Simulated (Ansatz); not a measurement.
CsPbI3:
```xyz
5
Lattice="6.3904 0.0000 0.0000 0.0000 6.3904 0.0000 0.0000 0.0000 6.3904" Properties=species:S:1:pos:R:3 pbc="T T T"
Cs     3.1952     3.1952     3.1952
Pb     0.0000     0.0000     0.0000
I      0.0000     0.0000     3.1952
I      3.1952     0.0000     0.0000
I      0.0000     3.1952     0.0000
```

Relaxed with PBE.

Problem. Map the electron localisation function on the plane through (0.500, 0.500, 0.500) spanned by u = [1, 0, 0] and v = [0, 1, 1] in lattice vectors, from the program Ansatz at the PBE level (PAW).

Solution. x is the fraction of u, y of v (the angle between them is 90°; rows are the nearest grid lines); atoms in the plane: Cs at (0.00, 0.00), Pb at (0.50, 0.50), I at (0.00, 0.50).
```
y \ x   0.000  0.0938  0.188  0.281  0.375  0.469  0.531  0.625  0.719  0.812  0.906   1.00
------  -----  ------  -----  -----  -----  -----  -----  -----  -----  -----  -----  -----
1.00    0.001   0.699  0.859  0.209  0.003  0.002  0.002  0.003  0.209  0.859  0.699  0.001
0.925   0.801   0.895  0.756  0.053  0.005  0.008  0.008  0.005  0.053  0.756  0.895  0.801
0.850   0.766   0.642  0.125  0.006  0.015  0.021  0.021  0.015  0.006  0.125  0.642  0.766
0.775   0.014   0.010  0.006  0.011  0.025  0.034  0.034  0.025  0.011  0.006  0.010  0.014
0.700   0.611   0.471  0.090  0.020  0.042  0.068  0.068  0.042  0.020  0.090  0.471  0.611
0.625   0.747   0.777  0.524  0.089  0.266  0.360  0.360  0.266  0.089  0.524  0.777  0.747
0.550   0.274   0.570  0.682  0.207  0.440  0.114  0.114  0.440  0.207  0.682  0.570  0.274
0.450   0.274   0.570  0.682  0.207  0.440  0.114  0.114  0.440  0.207  0.682  0.570  0.274
0.375   0.747   0.777  0.524  0.089  0.266  0.360  0.360  0.266  0.089  0.524  0.777  0.747
0.300   0.611   0.471  0.090  0.020  0.042  0.068  0.068  0.042  0.020  0.090  0.471  0.611
0.225   0.014   0.010  0.006  0.011  0.025  0.034  0.034  0.025  0.011  0.006  0.010  0.014
0.150   0.766   0.642  0.125  0.006  0.015  0.021  0.021  0.015  0.006  0.125  0.642  0.766
0.0750  0.801   0.895  0.756  0.053  0.005  0.008  0.008  0.005  0.053  0.756  0.895  0.801
0.000   0.001   0.699  0.859  0.209  0.003  0.002  0.002  0.003  0.209  0.859  0.699  0.001
```

The density is the valence pseudo-density with augmentation charge, so density and ELF within about 1 Å of a nucleus are not all-electron values.

Space group Pm-3m (cubic perovskite). This is a known high-temperature phase of the composition, computed here at zero pressure and temperature. The cell was relaxed with PBE under the symmetry of its start; of distortions, only those at the zone centre were tested, and some modes there are weakly imaginary. Spin–orbit coupling is left out wherever it is not named.

Potentials: the later of the program's two PAW sets.
